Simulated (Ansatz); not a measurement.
## From the elastic tensor of ZrO₂ at 15 GPa (stress–strain coefficients) to moduli and sound speeds

All numbers below come from DFT PBEsol, scalar-relativistic, plane waves, PAW (Ansatz). Settings: 420 eV plane-wave cutoff, Γ-centred 6×6×6 mesh, fixed occupations. No spin polarisation.

The structure is tetragonal, space group P4_2/nmc (No. 137). Conventional cell: a = 3.520 Å, b = 3.520 Å, c = 5.019 Å, α = 90.00°, β = 90.00°, γ = 90.00°. Around Zr (site symmetry -4m2) lie 8 O at 2.07 to 2.26 Å. O (site symmetry 2mm) has 4 Zr at 2.07 to 2.26 Å as nearest neighbours.

Other phases may be more stable at this pressure.

Relaxed-ion constants (GPa, on the Cartesian axes of the calculation):
```
459.1 287.9 119.1   0.0   0.0   0.0
287.9 459.1 119.1   0.0   0.0   0.0
119.3 119.3 453.3   0.0   0.0   0.0
  0.0   0.0   0.0  65.9   0.0   0.0
  0.0   0.0   0.0   0.0  65.9   0.0
  0.0   0.0   0.0   0.0   0.0 206.5
```

Density 6.581 g/cm³; 6 atoms in 62.18 Å³.

The values that follow are for a polycrystal of randomly turned grains, by Hill's mean where one number stands. In a crystal this anisotropic the Voigt and Reuss bounds lie far apart, so Hill's mean and the sound speeds and Debye temperature from it are rough.

With S = C⁻¹: B_V = (C11+C22+C33+2(C12+C13+C23))/9, G_V = (C11+C22+C33−C12−C13−C23+3(C44+C55+C66))/15, 1/B_R = S11+S22+S33+2(S12+S13+S23), 15/G_R = 4(S11+S22+S33−S12−S13−S23)+3(S44+S55+S66); Hill is their mean. Then v_l = √((B+4G/3)/ρ), v_t = √(G/ρ), v_m = [(2/v_t³+1/v_l³)/3]^(−1/3) and Θ = (ħ/k_B)·v_m·(6π²n/V)^(1/3) for n atoms in the volume V; E = 9BG/(3B+G), ν = (3B−2G)/(2(3B+G)) and A^U = 5G_V/G_R + B_V/B_R − 6.

| Property | Result |
| --- | --- |
| Bulk modulus, Voigt / Reuss / Hill | 269.4 / 263.6 / 266.5 GPa |
| Shear modulus, Voigt / Reuss / Hill | 124.0 / 96.0 / 110.0 GPa |
| Young's modulus | 290 GPa |
| Poisson ratio | 0.319 |
| Pugh ratio B/G | 2.42 |
| Universal anisotropy index | 1.48 |
| Longitudinal and transverse sound speeds | 7923 and 4088 m/s |
| Debye temperature from the mean sound speed | 625 K |

This form isn't the usual stable structure of the compound at low pressure.

Cost: 1 run of about 1.2 core-minutes, on AMD EPYC 9R45 (Zen 5) (shared hosts).